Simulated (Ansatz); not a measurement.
# BN: the cost of one run

Method: DFT PBEsol, scalar-relativistic, plane waves, PAW, in Ansatz 0.2.0.

13 further runs of the same task are left out: 13 set aside as unsound or not needed.

### 1 The structure to begin with

Symmetry: P6_3/mmc, No. 194, hexagonal system. Conventional cell: a = 2.504 Å, b = 2.504 Å, c = 7.034 Å, α = 90.00°, β = 90.00°, γ = 120.00°. B (site symmetry -6m2) is surrounded by 3 N at 1.45 Å. N (site symmetry -6m2) is surrounded by 3 B at 1.45 Å.

Structure file:

```cif
data_structure
_symmetry_space_group_name_H-M 'P6_3/mmc'
_symmetry_Int_Tables_number 194
_cell_length_a 2.5038
_cell_length_b 2.5038
_cell_length_c 7.0341
_cell_angle_alpha 90.000
_cell_angle_beta 90.000
_cell_angle_gamma 120.000
_cell_volume 38.19
loop_
_atom_site_label
_atom_site_type_symbol
_atom_site_symmetry_multiplicity
_atom_site_Wyckoff_symbol
_atom_site_fract_x
_atom_site_fract_y
_atom_site_fract_z
_atom_site_occupancy
B1 B 2 c 0.33333 0.66667 0.25000 1
N1 N 2 d 0.33333 0.66667 0.75000 1
```

This cell was relaxed beforehand with the same method: volume 9.55 Å³/atom, gap on the mesh 4.27 eV.

### 2 What is varied

The energy is mapped over two homogeneous strains (x along [1 0 0], y along [1 2 0], z along [0 0 1] of the conventional cell).

First coordinate, normal strain along x: 7 values from −11.0 %. Second coordinate, normal strain along z: 7 values from −11.0 %.

Relaxed at each point: the atoms inside the fixed cell. Energies count from the relaxed crystal. Points are written as (first, second).

### 3 Grid point (−11.0 %, −11.0 %)

Input file input.yaml:

```yaml
crystal:
  lattice:
    - [2.2283608255, 0.0, 0.0]
    - [-1.1141804128, 2.1683338019, 0.0]
    - [0.0, 0.0, 6.2603464348]
  atoms:
    - { symbol: B, position: [0.3333333333, 0.6666666667, 0.25] }
    - { symbol: B, position: [0.6666666667, 0.3333333333, 0.75] }
    - { symbol: "N", position: [0.3333333333, 0.6666666667, 0.75] }
    - { symbol: "N", position: [0.6666666667, 0.3333333333, 0.25] }
basis:
  ecutwfc: 520.0
kpoints:
  mp_grid: { grid: [12, 12, 4] }
hamiltonian:
  xc: pbesol
  pseudopotentials: { kind: paw, azcp: { folder: soft_1 } }
scf:
  occupations: { method: gaussian, width: 0.05 }
output:
  forces: true
  stress: true
  eigenvalues: true
relax:
  adjacent_minimum: "off"
  f_tol: 0.01
  max_steps: 30
```

Command:

```bash
$ ansatz run input.yaml --threads 1 --pin off --max-ram 2048MiB --backend cpu --events-out ev --progress --plain --runs-dir out
```

What time and memory should one allow on 1 thread of AMD EPYC 9R45 (Zen 5), shared host?

About 8.9 s, with a peak of 0.39 GiB.
